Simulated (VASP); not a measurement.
# Ca: restarted molecular dynamics, 2 variants

Ca, Ibam (no. 72), 8 atoms in the cell. PBE, molecular dynamics; PAW potentials Ca_pv (PBE set).

| Restart from | Temperature at the end (K) | The same without a restart (K) | Potential energy at the end (eV/atom) | The same without a restart (eV/atom) | Electronic steps in the first step after the restart | Time (s) |
|---|---|---|---|---|---|---|
| CONTCAR with velocities, WAVECAR read | 1980.0 | 1980.0 | -1.71016 | -1.71014 | 5 | 328 |
| CONTCAR with velocities, no WAVECAR | 1980.0 | 1980.0 | -1.71015 | -1.71014 | 25 | 341 |

Limits: 120 fs of 8 atoms are too short for converged averages.

## Input of the first row

INCAR.step1:
```
GGA = PE
PREC = Normal
ENCUT = 200
EDIFF = 1E-6
NELMIN = 4
NELM = 60
ALGO = Fast
LREAL = Auto
LASPH = True
ISMEAR = -1
SIGMA = 0.069
ISYM = 0
LWAVE = True
LCHARG = False
IBRION = 0
NSW = 30
POTIM = 2.0
TEBEG = 1600
ISIF = 2
RANDOM_SEED = 133843 0 0
MDALGO = 4
NHC_NCHAINS = 3
NHC_PERIOD = 30
KPAR = 2
```

INCAR.step2, as INCAR.step1 but for:
```
- LWAVE = True
+ LWAVE = False
```

KPOINTS:
```
k-points
0
Monkhorst-Pack
  2 2 2
```

POSCAR.step1:
```
Ca
1.0
    7.4455455816      0.0000000000      0.0000000000
    0.0000000000      7.4555292300      0.0000000000
    0.0000000000      0.0000000000      6.6602862304
Ca
8
Direct
    0.1708298800      0.3295774700      0.0000000000
    0.3291701200      0.1704225300      0.5000000000
    0.8291701200      0.3295774700      0.5000000000
    0.6708298800      0.1704225300      0.0000000000
    0.6708298800      0.8295774700      0.5000000000
    0.8291701200      0.6704225300      0.0000000000
    0.3291701200      0.8295774700      0.0000000000
    0.1708298800      0.6704225300      0.5000000000
```

Commands (each step's output is kept before the next begins):
```
cat potpaw_PBE.64/Ca_pv/POTCAR > POTCAR
cp INCAR.step1 INCAR
cp POSCAR.step1 POSCAR
mpirun -np 2 vasp_std > vasp.out
cp CONTCAR POSCAR
cp INCAR.step2 INCAR
mpirun -np 2 vasp_std > vasp.out
```

Changes of the last row against the first:
```
(step 1)
- LWAVE = True
+ LWAVE = False
```

VASP 6.6.1 took 328 s on 2 cores (Intel Xeon Platinum 8488C (Sapphire Rapids)), a shared host.
